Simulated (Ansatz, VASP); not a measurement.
One calculation of MgSe, two programs

File INCAR:

```
PREC     = Accurate       # precision mode
ENCUT    = 600            # plane-wave cutoff, eV
EDIFF    = 1E-7           # SCF threshold, eV
ISMEAR   = 0              # smearing method
SIGMA    = 0.02           # smearing width, eV
LREAL    = False          # projectors in reciprocal space
LASPH    = True           # aspherical terms in the spheres
NELM     = 80             # most SCF steps
ALGO     = Normal         # electronic algorithm
ISIF     = 3              # what is computed and relaxed
LWAVE    = False          # write WAVECAR
LCHARG   = False          # write CHGCAR
GGA      = PE             # functional
IVDW     = 12             # dispersion correction
IBRION   = 2              # ionic algorithm
NSW      = 70             # ionic steps
EDIFFG   = -0.005         # ionic threshold
```

File KPOINTS:

```
regular mesh
0
Gamma
  8 8 8
```

File POSCAR:

```
MgSe
1.0
    0.0000000000      2.7544736754      2.7544736754
    2.7544736754      0.0000000000      2.7544736754
    2.7544736754      2.7544736754      0.0000000000
Mg Se
1 1
Direct
    0.0000000000      0.0000000000      0.0000000000
    0.5000000000      0.5000000000      0.5000000000
```

Input for Ansatz:

```yaml
crystal:
  lattice:
    - [0.0, 2.7544736754, 2.7544736754]
    - [2.7544736754, 0.0, 2.7544736754]
    - [2.7544736754, 2.7544736754, 0.0]
  atoms:
    - { symbol: Mg, position: [0.0, 0.0, 0.0] }
    - { symbol: Se, position: [0.5, 0.5, 0.5] }
basis:
  ecutwfc: 420
kpoints:
  mp_grid: { grid: [8, 8, 8] }
hamiltonian:
  xc: pbe
  dispersion: d3bj
scf:
  occupations: { method: gaussian, width: 0.02 }
output:
  forces: true
  stress: true
  eigenvalues: true
relax:
  adjacent_minimum: "off"
  f_tol: 0.005
  max_steps: 50
  cell: { stress_tol: 0.05 }
```

Alike in both runs: task relaxation of cell and atoms; functional PBE; dispersion D3(BJ); k mesh 8 × 8 × 8; occupations gaussian, width 0.02 eV; no spin polarisation.

|  | VASP | Ansatz |
| --- | --- | --- |
| version | VASP 6.6.1 | Ansatz 0.2.0 |
| potentials or method | VASP PAW PBE potentials, release 64 (Mg, Se) | scalar-relativistic, plane waves, PAW |
| plane-wave cutoff (eV) | 600 | 420 |
| valence electrons in the cell | 8 | 26 |

```csv
,VASP,Ansatz,Ansatz less VASP
"gap on the k mesh at the Fermi level, each at its own relaxed structure (eV)",1.83,1.85,+0.019
relaxed volume (Å³/atom),19.91,19.95,+0.039
relaxed cell length with the largest relative difference (Å),3.833,3.835,+0.0025
energy change over the relaxation (meV/atom),-10,-9,+0.8
```

The two sets of potentials don't hold the same shells in valence.

A k mesh can miss the band edges.
